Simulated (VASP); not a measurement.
# CaSe (Fm-3m) in VASP: G0W0 quasiparticle levels with PBE

Aim: the G0W0 quasiparticle levels of CaSe with PBE.

Everything below comes from runs of VASP 6.6.1. Logs are shortened: lines on timing, memory, paths and dates and some standing lists are left out, and cuts for length are marked.

### 1 Starting point

The structure is cubic, space group Fm-3m (No. 225). Conventional cell: a = 5.912 Å, b = 5.912 Å, c = 5.912 Å, α = 90.00°, β = 90.00°, γ = 90.00°. Around Se (site symmetry m-3m) lie 6 Ca at 2.96 Å. Ca (site symmetry m-3m) is surrounded by 6 Se at 2.96 Å.

### 2 G0W0 quasiparticle levels, PBE

File POSCAR:

```
CaSe
1.0
    0.0000000000      2.9560000000      2.9560000000
    2.9560000000      0.0000000000      2.9560000000
    2.9560000000      2.9560000000      0.0000000000
Se Ca
1 1
Direct
    0.5000000000      0.5000000000      0.5000000000
    0.0000000000      0.0000000000      0.0000000000
```

File INCAR.step1:

```
SYSTEM = CaSe
PREC = Accurate
ENCUT = 500
EDIFF = 1E-8
ISMEAR = 0
SIGMA = 0.01
LREAL = .False.
LASPH = .True.
NELM = 80
ALGO = Fast
LWAVE = .True.
LCHARG = .False.
GGA = PE
KPAR = 4
```

File INCAR.step2:

```
SYSTEM = CaSe
PREC = Accurate
ENCUT = 500
EDIFF = 1E-8
ISMEAR = 0
SIGMA = 0.01
LREAL = .False.
LASPH = .True.
NELM = 1
ALGO = Exact
LWAVE = .True.
LCHARG = .False.
GGA = PE
NBANDS = 223
LOPTICS = .True.
ISTART = 1
KPAR = 4
```

File INCAR.step3:

```
SYSTEM = CaSe
PREC = Accurate
ENCUT = 500
EDIFF = 1E-8
ISMEAR = 0
SIGMA = 0.01
LREAL = .False.
LASPH = .True.
ALGO = EVGW0
LWAVE = .False.
LCHARG = .False.
GGA = PE
NELMGW = 1
NBANDS = 223
ENCUTGW = 150
NOMEGA = 50
PRECFOCK = Fast
ISTART = 1
NBANDSGW = 16
KPAR = 4
```

File KPOINTS:

```
regular mesh
0
Gamma
  4 4 4
  0 0 0
```

Potentials or basis: VASP PAW PBE potentials, release 64 (Se_GW, Ca_sv_GW).

On the command line:

```sh
cat potpaw_PBE.64/Se_GW/POTCAR potpaw_PBE.64/Ca_sv_GW/POTCAR > POTCAR
cp INCAR.step1 INCAR
mpirun -np 4 vasp_std > vasp.out
cp INCAR.step2 INCAR
mpirun -np 4 vasp_std > vasp.out
cp INCAR.step3 INCAR
mpirun -np 4 vasp_std > vasp.out
```

OUTCAR:

```text
SYSTEM = CaSe
   PREC = Accurate
   ENCUT = 500
   EDIFF = 1E-8
   ISMEAR = 0
   LREAL = .False.
   LASPH = .True.
   GGA = PE
   NELMGW = 1
   ENCUTGW = 150
   PRECFOCK = Fast
   ISTART = 1

 ion  position               nearest neighbor table
   1  0.500  0.500  0.500-   2 2.96   2 2.96   2 2.96   2 2.96   2 2.96   2 2.96
   2  0.000  0.000  0.000-   1 2.96   1 2.96   1 2.96   1 2.96   1 2.96   1 2.96

  LATTYP: Found a face centered cubic cell.
 ALAT       =     5.9120000000

  Lattice vectors:

 A1 = (   0.0000000000,   2.9560000000,   2.9560000000)
 A2 = (   2.9560000000,   0.0000000000,   2.9560000000)
 A3 = (   2.9560000000,   2.9560000000,   0.0000000000)

Analysis of symmetry for initial positions (statically):
=====================================================================
 Subroutine PRICEL returns:
 Original cell was already a primitive cell.

 Routine SETGRP: Setting up the symmetry group for a
 face centered cubic supercell.

 Subroutine GETGRP returns: Found 48 space group operations
 (whereof 48 operations were pure point group operations)
 out of a pool of 48 trial point group operations.

The static configuration has the point symmetry O_h .

Analysis of symmetry for dynamics (positions and initial velocities):
=====================================================================
 Subroutine PRICEL returns:
 Original cell was already a primitive cell.

 Routine SETGRP: Setting up the symmetry group for a
 face centered cubic supercell.

 Subroutine GETGRP returns: Found 48 space group operations
 (whereof 48 operations were pure point group operations)
 out of a pool of 48 trial point group operations.

The dynamic configuration has the point symmetry O_h .

 Subroutine INISYM returns: Found 48 space group operations
 (whereof 48 operations are pure point group operations),
 and found     1 'primitive' translations

----------------------------------------------------------------------------------------

                                     Primitive cell

  volume of cell :      51.6587

  direct lattice vectors                    reciprocal lattice vectors
     0.000000000  2.956000000  2.956000000    -0.169147497  0.169147497  0.169147497
     2.956000000  0.000000000  2.956000000     0.169147497 -0.169147497  0.169147497
     2.956000000  2.956000000  0.000000000     0.169147497  0.169147497 -0.169147497

  length of vectors
     4.180415290  4.180415290  4.180415290     0.292972058  0.292972058  0.292972058

  position of ions in fractional coordinates (direct lattice)
     0.500000000  0.500000000  0.500000000
     0.000000000  0.000000000  0.000000000

  ion indices of the primitive-cell ions
   primitive index   ion index
                 1           1
                 2           2

----------------------------------------------------------------------------------------

 KPOINTS: regular mesh

Automatic generation of k-mesh.
 Grid dimensions read from file:
 generate k-points for:    4    4    4

 Generating k-lattice:

  Cartesian coordinates                     Fractional coordinates (reciprocal lattice)
    -0.042286874  0.042286874  0.042286874     0.250000000  0.000000000  0.000000000
     0.042286874 -0.042286874  0.042286874     0.000000000  0.250000000  0.000000000
     0.042286874  0.042286874 -0.042286874     0.000000000  0.000000000  0.250000000

  Length of vectors
     0.073243015  0.073243015  0.073243015

  Shift w.r.t. Gamma in fractional coordinates (k-lattice)
     0.000000000  0.000000000  0.000000000

 Subroutine IBZKPT returns following result:
 ===========================================

 Found      8 irreducible k-points:

 Following reciprocal coordinates:
            Coordinates               Weight
  0.000000  0.000000  0.000000      1.000000
  0.250000  0.000000  0.000000      8.000000
  0.500000  0.000000  0.000000      4.000000
  0.250000  0.250000  0.000000      6.000000
  0.500000  0.250000  0.000000     24.000000
 -0.250000  0.250000  0.000000     12.000000
  0.500000  0.500000  0.000000      3.000000
 -0.250000  0.500000  0.250000      6.000000
   k-points           NKPTS =      8   k-points in BZ     NKDIM =     64   number of bands    NBANDS=    223
   number of dos      NEDOS =    301   number of ions     NIONS =      2
   total plane-waves  NPLWV =  27000
   dimension x,y,z NGX =    30 NGY =   30 NGZ =   30
   dimension x,y,z NGXF=    60 NGYF=   60 NGZF=   60
   ions per type =               1   1
   NGX,Y,Z   is equivalent  to a cutoff of  11.93, 11.93, 11.93 a.u.
   NGXF,Y,Z  is equivalent  to a cutoff of  23.86, 23.86, 23.86 a.u.
 SYSTEM =  CaSe
   PREC   = accura    normal or accurate (medium, high low for compatibility)
   ISTART =      1    job   : 0-new  1-cont  2-samecut
   ICHARG =      0    charge: 1-file 2-atom 10-const
   ISPIN  =      1    spin polarized calculation?
   LNONCOLLINEAR =      F non collinear calculations
   LSORBIT =      F    spin-orbit coupling
   LASPH  =      T    aspherical Exc in radial PAW
   ENCUT  =  500.0 eV  36.75 Ry    6.06 a.u.   7.62  7.62  7.62*2*pi/ulx,y,z
   NELM   =     60;   NELMIN=  2; NELMDL=  0     # of ELM steps
   EDIFF  = 0.1E-07   stopping-criterion for ELM
   LREAL  =      F    real-space projection
   EDIFFG = 0.1E-06   stopping-criterion for IOM
   NSW    =      0    number of steps for IOM
   IBRION =     -1    ionic relax: 0-MD 1-quasi-New 2-CG
   NFREE  =      0    steps in history (QN), initial steepest desc. (CG)
   ISIF   =      0    stress and relaxation
   ISYM   =      3    0-nonsym 1-usesym 2-fastsym
   POTIM  = 0.5000    time-step for ionic-motion
   TEBEG  =    0.0;   TEEND  =   0.0 temperature during run
   PSTRESS=    0.0 pullay stress
   NELECT =      16.0000    total number of electrons
   NUPDOWN=      -1.0000    fix difference up-down
   EMIN   =  10.00;   EMAX   =-10.00  energy-range for DOS
   EFERMI =   0.00;   METHOD = LEGACY
   ISMEAR =     0;   SIGMA  =   0.01  broadening in eV -4-tet -1-fermi 0-gaus
   EFERMI_NEDOS =   21; number of points for ismear=-14 and -15
   IALGO  =     38    algorithm
   IMIX   =      4    mixing-type and parameters
     AMIX     =   0.40;   BMIX     =  1.00
     AMIX_MAG =   1.60;   BMIX_MAG =  1.00
  volume/ion in A,a.u.               =      25.83       174.30
  Fermi-wavevector in a.u.,A,eV,Ry     =   1.107645  2.093145 16.692666  1.226876
  Thomas-Fermi vector in A             =   2.244161
   LORBIT       =      0    0 simple, 1 ext, 2 COOP (PROOUT), +10 PAW based schemes
   GGA     = PE    functional components
   LHFCALC =     T    Hartree Fock is set to
   PRECFOCK=fast      Normal, Fast or Accurate (Low or Medium for compatibility)
   ENCUT4O =  -1.0   cutoff for four orbital integrals eV
   NKREDX  =     1    reduce k-point grid by
   NKREDY  =     1    reduce k-point grid by
   NKREDZ  =     1    reduce k-point grid by
   AEXX    =    1.0000 exact exchange contribution
   HFSCREEN=    0.0000 screening length (either q_TF or 0.3 A-1)
   HFSCREENC=   0.0000 screening length for correlation (either q_TF or 0.3 A-1)
   ENCUTFOCK=  -1.0 apply spherical cutoff to Coloumb kernel
   IVDW    =     0    specifies the selected vdW correction
   LEPSILON=     F    determine dielectric tensor
   LRPA    =     F    only Hartree local field effects (RPA)
   LRPAFORCE           =     F    calculate RPA forces
   ENCUTGW             = 150.0    cutoff for response function in eV
   ENCUTGWSOFT         = 120.0    soft cutoff for Coulomb kernel in GW response function in eV
   ENCUTLF             =  -1.0    cutoff for local field effects
   NELMGW              =     1    number of iterations in solving QP/BSE equation
   NELMHF              =     1    number of iterations in the inner HF iteration
   NKREDLFX            =     1    NKREDLFY  =   1   NKREDLFZ  =   1
 non-spin polarized calculation
 Gauss-broadening in eV      SIGMA  =   0.01
  energy-cutoff  :      500.00
  volume of cell :       51.66
 maximum number of plane-waves:      1363
  NGX = 18; NGY = 18; NGZ = 18
   NGX = 15   NGY = 15   NGZ = 15
 maximum number of plane-waves:       228
 NGX is ok and might be reduce to    18

 QP shifts <psi_nk| G(iteration)W_0 |psi_nk>: iteration 1
 for sc-GW calculations column KS-energies equals QP-energies in previous step
 and V_xc(KS)=  KS-energies - (<T + V_ion + V_H > + <T+V_H+V_ion>^1  + <V_x>^1)

 k-point   1 :       0.0000    0.0000    0.0000
  band No.  KS-energies  QP-energies   sigma(KS)   V_xc(KS)     V^pw_x(r,r')   Z            occupation Imag(sigma)

      1     -36.0789     -37.2231     -22.7045     -20.7300     -34.4499       0.5795       2.0000       1.0970
      2     -17.0713     -18.9150     -22.5613     -19.9508     -27.8749       0.7063       2.0000       0.4074
      3     -17.0713     -18.9150     -22.5613     -19.9508     -27.8749       0.7063       2.0000       0.4074
      4     -17.0713     -18.9150     -22.5613     -19.9508     -27.8749       0.7063       2.0000       0.4074
      5      -8.1067      -9.0753     -13.8554     -12.4557     -19.8265       0.6921       2.0000       1.3872
      6       3.6904       2.6953     -13.4060     -12.1143     -14.7753       0.7704       2.0000       0.1558
[... 8 lines left out ...]
     15      13.3955      13.3882      -6.4069      -6.3977      -1.6007       0.7970       0.0000      -0.5243
     16      15.9990      17.6374     -11.8203     -13.9349      -5.9497       0.7748       0.0000      -0.8797

 k-point   2 :       0.2500    0.0000    0.0000
  band No.  KS-energies  QP-energies   sigma(KS)   V_xc(KS)     V^pw_x(r,r')   Z            occupation Imag(sigma)

      1     -36.0753     -37.2220     -22.7065     -20.7354     -34.4536       0.5817       2.0000       1.0993
      2     -17.1292     -18.9300     -22.4249     -19.8277     -27.7938       0.6934       2.0000       0.4528
      3     -17.0750     -18.9140     -22.5501     -19.9438     -27.8660       0.7056       2.0000       0.4067
      4     -17.0750     -18.9140     -22.5501     -19.9438     -27.8660       0.7056       2.0000       0.4067
      5      -7.7785      -8.7227     -14.1417     -12.7730     -19.9581       0.6898       2.0000       1.3004
      6       1.6851       0.6243     -12.2092     -10.7993     -13.9848       0.7524       2.0000       0.2125
[... 8 lines left out ...]
     15      13.0971      14.0457     -10.0671     -11.3303      -4.7912       0.7509       0.0000      -0.4987
     16      14.1660      15.1137     -10.4215     -11.6813      -5.0546       0.7522       0.0000      -0.5580

 k-point   3 :       0.5000    0.0000    0.0000
  band No.  KS-energies  QP-energies   sigma(KS)   V_xc(KS)     V^pw_x(r,r')   Z            occupation Imag(sigma)

      1     -36.0719     -37.2255     -22.7086     -20.7407     -34.4573       0.5862       2.0000       1.1018
      2     -17.1854     -18.9668     -22.2967     -19.7119     -27.7178       0.6892       2.0000       0.4975
      3     -17.0788     -18.9101     -22.5387     -19.9370     -27.8570       0.7039       2.0000       0.4057
      4     -17.0788     -18.9101     -22.5387     -19.9370     -27.8570       0.7039       2.0000       0.4057
      5      -7.4101      -8.3411     -14.4851     -13.1574     -20.1267       0.7012       2.0000       1.2074
      6       0.4035      -0.7511     -11.7850     -10.2240     -14.1038       0.7397       2.0000       0.3026
[... 74 lines left out ...]
      1     -36.0697     -37.2380     -22.7113     -20.7441     -34.4588       0.5939       2.0000       1.1059
      2     -17.1534     -18.9806     -22.4311     -19.7914     -27.7753       0.6922       2.0000       0.4380
      3     -17.1041     -18.9352     -22.5113     -19.8895     -27.8362       0.6984       2.0000       0.4176
      4     -17.1041     -18.9352     -22.5113     -19.8895     -27.8362       0.6984       2.0000       0.4176
      5      -7.5259      -8.4159     -14.2071     -12.9111     -19.9551       0.6867       2.0000       1.2533
      6       1.1579      -0.0215     -12.3475     -10.7647     -14.5370       0.7452       2.0000       0.2481
[... 8 lines left out ...]
     15      13.8289      14.1633      -9.1164      -9.5490      -3.9805       0.7731       0.0000      -0.5571
     16      14.4792      16.3309     -12.5067     -15.0196      -6.5067       0.7369       0.0000      -0.7764

 k-point   8 :      -0.2500    0.5000    0.2500
  band No.  KS-energies  QP-energies   sigma(KS)   V_xc(KS)     V^pw_x(r,r')   Z            occupation Imag(sigma)

      1     -36.0697     -37.2362     -22.7109     -20.7442     -34.4591       0.5931       2.0000       1.1053
      2     -17.1288     -18.9546     -22.4710     -19.8406     -27.8054       0.6941       2.0000       0.4281
      3     -17.1288     -18.9546     -22.4710     -19.8406     -27.8054       0.6941       2.0000       0.4281
      4     -17.1107     -18.9132     -22.4664     -19.8698     -27.8175       0.6942       2.0000       0.4336
      5      -7.4367      -8.3398     -14.3302     -13.0340     -20.0258       0.6967       2.0000       1.2266
      6       1.6996       0.5851     -12.3942     -10.9132     -14.3098       0.7525       2.0000       0.2142
[... 8 lines left out ...]
     15      12.6760      13.0547      -8.9863      -9.4772      -4.1849       0.7714       0.0000      -0.3772
     16      13.2257      14.3102     -10.6932     -12.1516      -5.3447       0.7436       0.0000      -0.5355
```

It took 2.2 min on 4 MPI ranks of Intel Xeon Platinum 8488C (Sapphire Rapids), shared host; peak memory 0.58 GiB.

Results:

* Band gap on the k mesh, mean-field level: 2.02 eV, indirect (least direct gap 2.96 eV)
* Quasiparticle gap: 3.72 eV
* Least direct quasiparticle gap: 4.70 eV

Caveat: the k mesh is coarse (spacing up to 0.46 Å⁻¹), so the values aren't converged; bands, screening cutoff and mesh are small and nothing is extrapolated, so the quasiparticle values aren't converged. A k mesh can miss the band edges.
